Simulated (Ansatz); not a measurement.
Collinear states of Fe₃Co

These are results of DFT PBEsol, scalar-relativistic, plane waves, PAW (Ansatz 0.2.0), not measurements.

```
CELL_PARAMETERS angstrom
4.02358 0.00000 0.00000
0.00000 4.02358 0.00000
0.00000 0.00000 2.82771
ATOMIC_POSITIONS crystal
Fe 0.50000 0.50000 0.00000
Fe 0.50000 0.00000 0.50000
Fe 0.00000 0.50000 0.50000
Co 0.00000 0.00000 0.00000
```

The plane-wave cutoff is 420 eV and the Γ-centred k-mesh is 10×10×14. The occupation rule is Gaussian smearing, 0.1 eV and the list of starting moments (μB, in atom order) is 4 4 4 3. The check for lower electronic states after the SCF is off.

Each order was relaxed in cell and atoms. Site moments are spin moments in atom-centred spheres that scale with the neighbour distance. The states are those that the runs reached from these starts; a lower one can exist. No antiferromagnetic start is among these.

Starts tried: no spin; ferromagnetic. Which state comes out lowest, and what are the moments?

Of the states reached here, with no antiferromagnetic start among them, the lowest is ferromagnetic, reached from the start “ferromagnetic”, with site moments (μB) Fe +2.26, Fe +2.55 (×2), Co +1.79.

| start | ends | energy above lowest (meV/atom) | site moments (μB) | gap on mesh (eV) | volume (Å³/atom) |
| --- | --- | --- | --- | --- | --- |
| no spin | non-magnetic | 392 | none over 0.05 | metal | 10.10 |
| ferromagnetic | ferromagnetic | 0.00 | Fe +2.26, Fe +2.55 (×2), Co +1.79 | metal | 10.99 |

Cost: 2 runs of about 3.1 core-minutes in all, on AMD EPYC 9R45 (Zen 5) (shared hosts).